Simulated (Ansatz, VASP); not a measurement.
**GaSb: VASP beside Ansatz**

INCAR

```
  PREC = Accurate
  ENCUT = 520
  EDIFF = 1E-6
  ISMEAR = -1
  SIGMA = 0.05
  LREAL = F
  LASPH = T
  NELM = 80
  ALGO = Normal
  ISIF = 2
  LWAVE = F
  LCHARG = F
  GGA = PS
  NBANDS = 16
```

KPOINTS

```
regular mesh
0
Gamma
  10 10 10
```

Contents of POSCAR:

```
GaSb
1.0
   -1.5864166100      2.7274673588      2.9500590341
    1.5864166100     -2.7274673588      2.9500590341
    1.5864166100      2.7274673588     -2.9500590341
Sb Ga
1 1
Direct
    0.5000000000      0.5000000000      0.0000000000
    0.0000000000      0.0000000000      0.0000000000
```

Contents of input.yaml:

```yaml
crystal:
  lattice:
    - [-1.58641661, 2.7274673588, 2.9500590341]
    - [1.58641661, -2.7274673588, 2.9500590341]
    - [1.58641661, 2.7274673588, -2.9500590341]
  atoms:
    - { symbol: Sb, position: [0.5, 0.5, 0.0] }
    - { symbol: Ga, position: [0.0, 0.0, 0.0] }
kpoints:
  mp_grid: { grid: [10, 10, 10] }
scf:
  occupations: { method: fermi_dirac, width: 0.05 }
hamiltonian:
  xc: pbesol
  pseudopotentials: { kind: all_electron, lapw: { basis_error: 0.001 } }
output:
  forces: true
  stress: true
  eigenvalues: true
```

Change from the starting cell: volume scaled by 1.06.

Alike in both runs: task single point; functional PBEsol; k mesh 10 × 10 × 10; occupations fermi-dirac, width 0.05 eV; no spin polarisation.

|  | VASP | Ansatz |
| --- | --- | --- |
| version | VASP 6.6.1 | Ansatz 0.2.0 |
| potentials or method | VASP PAW PBE potentials, release 64 (Sb, Ga_d) | all-electron LAPW, scalar-relativistic |
| plane-wave cutoff (eV) | 520 | see its input |

Ansatz gave:

```
gap on the k mesh at the Fermi level (eV)       : none
pressure (GPa)                                  : -5.4
largest component of the traceless stress (GPa) : 0.75
```

Problem. Which values does VASP return?

Solution. gap on the k mesh at the Fermi level (eV): none; pressure (GPa): -5.5; largest component of the traceless stress (GPa): 0.74.

A gap of «none» marks a metal or a gap that the smearing closes. Ansatz ran all-electron here, so the differences hold the error of VASP's frozen core and of both bases.

Caveats: the PAW data sets were made with another functional, which shifts forces and pressure a little (VASP). The runs have no spin-orbit coupling, so splittings on Sb are missing.
